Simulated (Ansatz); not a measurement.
# Pt(111) / 1 layer Ti(0001) / Pt(111): resistance against film thickness

How does the resistance across the layers grow with the film in Pt(111) / 1 layer Ti(0001) / Pt(111)?

Main program and level: Ansatz 0.2.0; Ansatz plane-wave DFT, PBE, PAW files; ballistic transport by layer matching (Landauer), zero bias; PAW set soft_1.

This is a report of a sequence of runs, with most program output left out.

## Step 1: Set-up

The cell holds 9 atoms: 8 Pt and 1 Ti. Its edges and angles: a = 2.773 Å, b = 2.773 Å, c = 20.765 Å, α = 90.0°, β = 90.0°, γ = 120.0°. It derives from Pt and Ti. Regions: lead, 8 atoms (8 Pt); films, 1 atom (1 Ti). The structure is stacked along c, and the current runs across the ab planes.

## Step 2: With 1 layer

The film is laid into the lead at the lead's in-plane lattice, and the cell closes on the lead's own image. The mesh across the current, 30×30, is finer than the density's, because channels open and close sharply across the zone. Energies from -1 to 1 eV in steps of 0.036 eV cover the slope of the Fermi function at 300 K, so the program can form a conductance.

File input.yaml:

```yaml
crystal:
  lattice:
    - [2.7731313745, 0.0, 0.0]
    - [-1.3865656872, 2.4016022183, 0.0]
    - [0.0, 0.0, 20.765419384]
  atoms:
    - { symbol: Pt, position: [0.0, 0.0, 0.0545197822] }
    - { symbol: Pt, position: [0.3333333333, 0.6666666667, 0.1635593467] }
    - { symbol: Pt, position: [0.6666666667, 0.3333333333, 0.2725989112] }
    - { symbol: Pt, position: [0.0, 0.0, 0.3816384757] }
    - { symbol: Ti, position: [0.3333333333, 0.6666666667, 0.5] }
    - { symbol: Pt, position: [0.6666666667, 0.3333333333, 0.6183615243] }
    - { symbol: Pt, position: [0.0, 0.0, 0.7274010888] }
    - { symbol: Pt, position: [0.3333333333, 0.6666666667, 0.8364406533] }
    - { symbol: Pt, position: [0.6666666667, 0.3333333333, 0.9454802178] }
kpoints:
  mp_grid: { grid: [15, 15, 2] }
hamiltonian:
  xc: pbe
  pseudopotentials: { kind: paw, azcp: { folder: soft_1 } }
scf:
  occupations: { method: fermi_dirac, width: 0.1 }
output:
  transmission: { leads: [[0, 1]], kmesh: [30, 30], e_range: [-1.0, 1.0], de: 0.036 }
  write_potential: true
  write_density: true
  volumetric_format: npy
  elf: true
```

Launch:

```
ansatz run input.yaml --threads 4 --pin off --max-ram 8192MiB --backend cpu --events-out ev --progress --plain --runs-dir out
```

It took 2.2 min on 4 threads of Arm Neoverse V2, shared host; peak memory 0.84 GiB; 7.2 min of CPU time.

Numbers from this step:

```yaml
free_energy: -102698.6774 eV
energy_at_zero_smearing: -102698.4702 eV
fermi_energy: 22.07 eV
cell_area: 6.660 Å²
step_of_the_lead_s_potential: 16.3 meV
ballistic_conductance_of_the_lead: 2.00e15 S/m²
estimated_errors_of_the_lead_s_conductance: 0, 2.8, 2.7 % (band edges, k-mesh, distance from neutral)
lead_conductance_per_cell: 1.720 G₀
conductance_of_the_junction: 4.35e14 S/m²
junction_conductance_per_cell: 0.3742 G₀
estimated_errors_of_the_junction_s_conductance: 0.1, 4.1, 6.6, 9, 0.9 % (energy step, band edges, k-mesh, leads' steps, distance from neutral)
area_resistance_that_the_stack_adds_contact_term_taken_off_spin_by_spin: 1.797 fΩ m²
```

Per spin. Transmission, zone mean against energy, zero at the Fermi level:

energy (eV), transmission, zone mean and a bar from the least value:
```
   -1.000      0.441 #####################
   -0.928      0.501 ##############################
   -0.856      0.466 #########################
   -0.784      0.479 ###########################
   -0.712      0.486 ############################
   -0.676      0.476 ##########################
   -0.604      0.443 #####################
   -0.532      0.448 ######################
   -0.460      0.446 ######################
   -0.388      0.417 ##################
   -0.316      0.408 ################
   -0.244      0.411 #################
   -0.172      0.394 ##############
   -0.100      0.384 #############
   -0.028      0.379 ############
    0.008      0.368 ##########
    0.080      0.352 ########
    0.152      0.359 #########
    0.224      0.310 ##
    0.296      0.299 
    0.368      0.306 #
    0.440      0.311 ##
    0.512      0.332 #####
    0.584      0.356 ########
    0.656      0.370 ##########
    0.692      0.381 ############
    0.764      0.401 ###############
    0.836      0.414 #################
    0.908      0.399 ###############
    0.980      0.398 ###############
```

Per spin. Table of open channels, zone mean, lead by energy, zero at the Fermi level:

energy (eV), open channels, zone mean, lead and a bar from the least value:
```
   -1.000       1.59 ####################
   -0.928       1.52 ##################
   -0.856       1.57 ###################
   -0.784       1.60 ####################
   -0.712       1.63 ####################
   -0.676       1.62 ####################
   -0.604       1.67 #####################
   -0.532       1.78 #######################
   -0.460       1.74 #######################
   -0.388       1.73 ######################
   -0.316       1.85 #########################
   -0.244       1.97 ###########################
   -0.172       2.10 ##############################
   -0.100       1.94 ###########################
   -0.028       1.79 ########################
    0.008       1.73 ######################
    0.080       1.47 #################
    0.152       1.34 ##############
    0.224       1.18 ###########
    0.296       1.06 #########
    0.368       0.91 ######
    0.440       0.88 #####
    0.512       0.62 
    0.584       0.64 
    0.656       0.67 #
    0.692       0.67 #
    0.764       0.72 ##
    0.836       0.71 ##
    0.908       0.68 #
    0.980       0.70 #
```

Transmission over k1 and k2. At 0.0080 eV from the Fermi level.

Values, 12 rows by 16 columns, each cell a mean:
```
0.268 0.356 0.139 0.315 0.717 0.442 0.123 0.284 0.404 0.049 0.053 0.508 0.675 0.585 0.228 0.020
0.096 0.214 0.428 0.286 0.357 0.582 0.376 0.330 0.450 0.091 0.106 0.507 0.331 0.055 0.393 0.404
0.765 0.364 0.286 0.210 0.307 0.747 0.806 0.342 0.213 0.268 0.288 0.739 0.726 0.315 0.270 0.753
0.601 0.465 0.598 0.637 0.494 0.424 0.485 0.410 0.360 0.575 0.669 0.558 0.657 0.501 0.382 0.426
0.053 0.157 0.367 0.690 0.728 0.363 0.141 0.096 0.159 0.440 0.785 0.627 0.278 0.141 0.030 0.013
0.312 0.348 0.392 0.238 0.371 0.334 0.114 0.013 0.015 0.104 0.326 0.380 0.220 0.322 0.375 0.331
0.181 0.207 0.232 0.257 0.307 0.550 0.362 0.108 0.025 0.044 0.203 0.467 0.474 0.292 0.335 0.209
0.098 0.054 0.109 0.264 0.383 0.761 0.806 0.413 0.217 0.209 0.261 0.507 0.853 0.650 0.338 0.231
0.799 0.611 0.558 0.753 0.868 0.506 0.477 0.329 0.338 0.600 0.670 0.429 0.354 0.480 0.328 0.869
0.634 0.472 0.042 0.190 0.764 0.395 0.181 0.282 0.235 0.408 0.779 0.595 0.224 0.271 0.264 0.288
0.055 0.323 0.402 0.172 0.610 0.202 0.027 0.270 0.463 0.224 0.339 0.477 0.317 0.278 0.445 0.174
0.225 0.036 0.254 0.701 0.848 0.269 0.021 0.254 0.370 0.062 0.173 0.733 0.785 0.230 0.087 0.363
```
Columns: k1 (b1) from -0.5 to 0.467; rows upwards: k2 (b2) from -0.5 to 0.467.

Open channels over k1 and k2. At 0.0080 eV from the Fermi level.

Values, 12 rows by 16 columns, each cell a mean:
```
2.40 2.32 1.79 2.03 2.47 2.17 1.76 1.92 2.72 1.71 1.16 1.56 2.07 1.77 1.24 1.21
2.00 1.81 2.19 2.00 1.48 1.08 1.63 2.11 2.29 1.65 1.77 1.64 1.32 0.33 1.32 1.61
2.09 2.25 1.91 1.96 1.84 1.07 1.03 1.72 2.00 1.92 2.04 2.20 2.19 1.12 1.25 2.21
2.09 2.15 1.11 1.16 1.57 1.81 1.16 1.53 2.00 1.17 1.11 1.53 2.27 1.95 1.36 1.63
2.00 1.68 1.73 1.15 1.00 1.32 1.76 1.41 1.91 1.05 1.00 1.16 1.89 1.76 1.65 1.20
2.19 2.45 2.11 1.95 1.80 1.80 1.60 2.00 1.91 1.59 1.80 1.85 2.00 2.03 2.32 2.61
2.31 1.91 1.93 1.96 1.77 1.40 1.37 1.32 1.91 1.56 1.48 1.40 1.48 1.83 2.17 1.72
1.72 1.11 1.83 2.07 1.59 1.00 1.00 1.53 1.91 1.29 1.88 1.37 1.00 1.08 1.64 2.09
2.09 1.56 1.64 2.01 2.48 1.63 1.39 1.81 2.00 1.07 1.13 1.77 1.71 1.39 1.48 2.68
2.09 1.61 0.41 0.95 1.95 2.11 1.79 2.00 2.00 1.49 1.00 1.16 1.89 2.00 1.99 1.91
1.72 1.19 1.41 1.01 1.69 1.27 1.63 2.03 2.51 1.84 1.77 1.51 2.05 1.92 2.49 1.91
2.09 1.45 1.81 2.11 2.07 1.75 1.44 2.43 2.29 1.84 2.04 2.31 2.27 1.87 1.93 2.52
```
Columns: k1 (b1) from -0.5 to 0.467; rows upwards: k2 (b2) from -0.5 to 0.467.

ELF in the ca plane at fractional y = 0.667, with atoms of Pt and Ti within 0.2 Å of it. It is the smooth field of the valence electrons, not physical close to the nuclei.

Ten even steps from '0' (0.11) to '9' (0.74), each cell a mean:
```
54311222212354322344433311112334443223454211
54311222212354322344433311112334543223454211
33222344322233321233333002300233332122332222
22223676522222211122221048850122221111222224
22224777632222100122220189893022221001222226
22224777632222100122220189893022221001222225
22223677532222111122221048960122221111222225
33222344322233221233333003310232332112332222
```
Columns run along c (16.0 Å, from fractional 0.06 to 0.83 of the cell), rows up along a (2.8 Å). Atoms in or near the plane, at fractional coordinates: Pt at (0.16, 0.33), Ti at (0.50, 0.33).

Valence density in the ca plane at fractional y = 0.667, with atoms of Pt and Ti within 0.2 Å of it. It is the smooth field of the valence electrons, not physical close to the nuclei.

Values in units of 1e0 e/Å³, 5 rows by 16 columns, each cell a mean:
```
1.5 0.3 0.4 0.3 1.5 0.7 1.1 1.2 0.2 0.2 0.2 1.2 1.1 0.8 1.5 0.3
0.9 0.4 1.4 0.4 1.0 0.5 0.7 0.7 0.2 0.7 0.2 0.8 0.7 0.5 0.9 0.4
0.3 1.2 7.2 1.2 0.4 0.2 0.3 0.3 0.6 5.9 0.6 0.3 0.3 0.2 0.3 1.2
0.3 1.5 8.8 1.5 0.3 0.2 0.2 0.3 0.8 7.9 0.8 0.3 0.2 0.2 0.3 1.5
0.7 0.6 2.7 0.6 0.6 0.4 0.5 0.6 0.3 1.6 0.3 0.5 0.5 0.4 0.7 0.6
```
Columns run along c (16.0 Å, from fractional 0.06 to 0.83 of the cell), rows up along a (2.8 Å). Atoms in or near the plane, at fractional coordinates: Pt at (0.16, 0.33), Ti at (0.50, 0.33).

Electrostatic potential energy in the ca plane at fractional y = 0.667, with atoms of Pt and Ti within 0.2 Å of it. With pseudopotentials it is smooth inside the atoms' cores, unlike the true potential.

Ten even steps from '0' (-33 eV) to '9' (24 eV), each cell a mean:
```
45899989999744689754689998899996447997446899
45899989999744689854689998899996447997446999
67899755799866899876799986679998668998768998
89997200389988999998999853347999889999989985
99995000069999999999999732226999999999999971
99995000069999999999999732226999999999999971
89997200379999999998999853247999999999989984
67899645799877899876799976579998778998768998
```
Columns run along c (16.0 Å, from fractional 0.06 to 0.83 of the cell; values clipped at the 3rd and 97th percentile), rows up along a (2.8 Å). Atoms in or near the plane, at fractional coordinates: Pt at (0.16, 0.33), Ti at (0.50, 0.33).

The lead's potential steps by 16 meV from period to period, small in itself. The program estimates the junction's conductance to 6.6 % from the k-mesh, 0.9 % from the leads' distance from neutral and 9 % from their steps.

By hand: 1/G − 1/G_lead = 1/0.4354 − 1/2.001 = 1.80 fΩ m² with G in 10¹⁵ S/m².

## Step 3: With 3 layers, k-mesh 15×15×1, film layers 3

The stack now holds 3 film layers; the k-mesh follows the cell, and the energies span -0.27 to 0.27 eV.

System of this step: Pt(111) / 3 layers Ti(0001) / Pt(111). The cell holds 11 atoms: 8 Pt and 3 Ti. Cell: a = 2.773 Å, b = 2.773 Å, c = 26.068 Å, α = 90.0°, β = 90.0°, γ = 120.0°. It derives from Pt and Ti. Regions: lead, 8 atoms (8 Pt); films, 3 atoms (3 Ti). The structure is stacked along c, and the current runs across the ab planes.

File input.yaml:

```yaml
crystal:
  lattice:
    - [2.7731313745, 0.0, 0.0]
    - [-1.3865656872, 2.4016022183, 0.0]
    - [0.0, 0.0, 26.0682215806]
  atoms:
    - { symbol: Pt, position: [0.0, 0.0, 0.0434293586] }
    - { symbol: Pt, position: [0.3333333333, 0.6666666667, 0.1302880758] }
    - { symbol: Pt, position: [0.6666666667, 0.3333333333, 0.217146793] }
    - { symbol: Pt, position: [0.0, 0.0, 0.3040055101] }
    - { symbol: Ti, position: [0.3333333333, 0.6666666667, 0.3982899125] }
    - { symbol: Ti, position: [0.6666666667, 0.3333333333, 0.5] }
    - { symbol: Ti, position: [0.3333333333, 0.6666666667, 0.6017100875] }
    - { symbol: Pt, position: [0.6666666667, 0.3333333333, 0.6959944899] }
    - { symbol: Pt, position: [0.0, 0.0, 0.782853207] }
    - { symbol: Pt, position: [0.3333333333, 0.6666666667, 0.8697119242] }
    - { symbol: Pt, position: [0.6666666667, 0.3333333333, 0.9565706414] }
kpoints:
  mp_grid: { grid: [15, 15, 1] }
hamiltonian:
  xc: pbe
  pseudopotentials: { kind: paw, azcp: { folder: soft_1 } }
scf:
  occupations: { method: fermi_dirac, width: 0.1 }
output:
  transmission:
    leads: [[0, 1]]
    kmesh: [30, 30]
    e_range: [-0.27, 0.27]
    de: 0.036
  write_potential: true
  write_density: true
  volumetric_format: npy
```

The job ended after 1.9 min (4 threads; peak memory 0.87 GiB; 5.5 min of CPU time).

Numbers from this step:

```yaml
free_energy: -107697.7638 eV
energy_at_zero_smearing: -107697.5047 eV
fermi_energy: 20.19 eV
step_of_the_lead_s_potential: 16.8 meV
lead_conductance_per_cell: 1.721 G₀
conductance_of_the_junction: 1.94e14 S/m²
junction_conductance_per_cell: 0.1670 G₀
estimated_errors_of_the_junction_s_conductance: 1, 2.4, 11.8, 37.2, 4.5 % (energy step, band edges, k-mesh, leads' steps, distance from neutral)
area_resistance_that_the_stack_adds_contact_term_taken_off_spin_by_spin: 4.648 fΩ m²
```

Per spin. Transmission, zone mean against energy, zero at the Fermi level:

| energy (eV) | transmission, zone mean |
| --- | --- |
| -0.270 | 0.306 |
| -0.234 | 0.280 |
| -0.198 | 0.248 |
| -0.162 | 0.242 |
| -0.126 | 0.206 |
| -0.090 | 0.185 |
| -0.054 | 0.192 |
| -0.018 | 0.185 |
| 0.018 | 0.162 |
| 0.054 | 0.143 |
| 0.090 | 0.109 |
| 0.126 | 0.141 |
| 0.162 | 0.181 |
| 0.198 | 0.179 |
| 0.234 | 0.183 |
| 0.270 | 0.204 |

The conductance of the junction is 1.9e14 S/m², 55 % under the 4.4e14 S/m² of the last finished run.

## Step 4: With 5 layers, k-mesh 15×15×1, film layers 5

The stack now holds 5 film layers; the k-mesh follows the cell, and the energies span -0.27 to 0.27 eV.

System of this step: Pt(111) / 5 layers Ti(0001) / Pt(111). The cell holds 13 atoms: 8 Pt and 5 Ti. Its edges and angles: a = 2.773 Å, b = 2.773 Å, c = 31.371 Å, α = 90.0°, β = 90.0°, γ = 120.0°. It derives from Pt and Ti. Regions: lead, 8 atoms (8 Pt); films, 5 atoms (5 Ti). The structure is stacked along c, and the current runs across the ab planes.

input.yaml, the sections that differ from step 3:

```yaml
crystal:
  lattice:
    - [2.7731313745, 0.0, 0.0]
    - [-1.3865656872, 2.4016022183, 0.0]
    - [0.0, 0.0, 31.3710237772]
  atoms:
    - { symbol: Pt, position: [0.0, 0.0, 0.0360882753] }
    - { symbol: Pt, position: [0.3333333333, 0.6666666667, 0.1082648259] }
    - { symbol: Pt, position: [0.6666666667, 0.3333333333, 0.1804413766] }
    - { symbol: Pt, position: [0.0, 0.0, 0.2526179272] }
    - { symbol: Ti, position: [0.3333333333, 0.6666666667, 0.330964962] }
    - { symbol: Ti, position: [0.6666666667, 0.3333333333, 0.415482481] }
    - { symbol: Ti, position: [0.3333333333, 0.6666666667, 0.5] }
    - { symbol: Ti, position: [0.6666666667, 0.3333333333, 0.584517519] }
    - { symbol: Ti, position: [0.3333333333, 0.6666666667, 0.669035038] }
    - { symbol: Pt, position: [0.6666666667, 0.3333333333, 0.7473820728] }
    - { symbol: Pt, position: [0.0, 0.0, 0.8195586234] }
    - { symbol: Pt, position: [0.3333333333, 0.6666666667, 0.8917351741] }
    - { symbol: Pt, position: [0.6666666667, 0.3333333333, 0.9639117247] }
# kpoints, hamiltonian, scf, output: as in step 3
```

Run time: 2.6 min. Hardware: 4 threads; peak memory 1.1 GiB.

Numbers from this step:

| Quantity | Value |
| --- | --- |
| free energy | -112696.8914 eV |
| energy at zero smearing | -112696.5879 eV |
| Fermi energy | 18.97 eV |
| step of the lead's potential | 17.1 meV |
| lead conductance per cell | 1.720 G₀ |
| conductance of the junction | 1.47e14 S/m² |
| junction conductance per cell | 0.1260 G₀ |
| estimated errors of the junction's conductance | 0.3, 3.3, 10.5, 50.6, 8.6 % (energy step, band edges, k-mesh, leads' steps, distance from neutral) |
| area resistance that the stack adds (contact term taken off, spin by spin) | 6.323 fΩ m² |

Per spin. Table of transmission, zone mean by energy, zero at the Fermi level:

| energy (eV) | transmission, zone mean |
| --- | --- |
| -0.270 | 0.304 |
| -0.234 | 0.266 |
| -0.198 | 0.230 |
| -0.162 | 0.213 |
| -0.126 | 0.183 |
| -0.090 | 0.189 |
| -0.054 | 0.171 |
| -0.018 | 0.132 |
| 0.018 | 0.102 |
| 0.054 | 0.112 |
| 0.090 | 0.0878 |
| 0.126 | 0.114 |
| 0.162 | 0.130 |
| 0.198 | 0.153 |
| 0.234 | 0.206 |
| 0.270 | 0.207 |

The conductance of the junction is 1.5e14 S/m², 25 % under the 1.9e14 S/m² of the last finished run. The estimate from the leads' steps, 51 %, is larger still.

[end of part 1 of 2]

[Logs are printed without paths, hosts, clocks, repeated set-up lines and the standing remarks that a program may print on its own settings, such as how far it seeks lower states.]

[Hosts, paths, dates, database ids (printed as entryN), source tags and the programs' standing remarks are cut or masked in the printed files.]
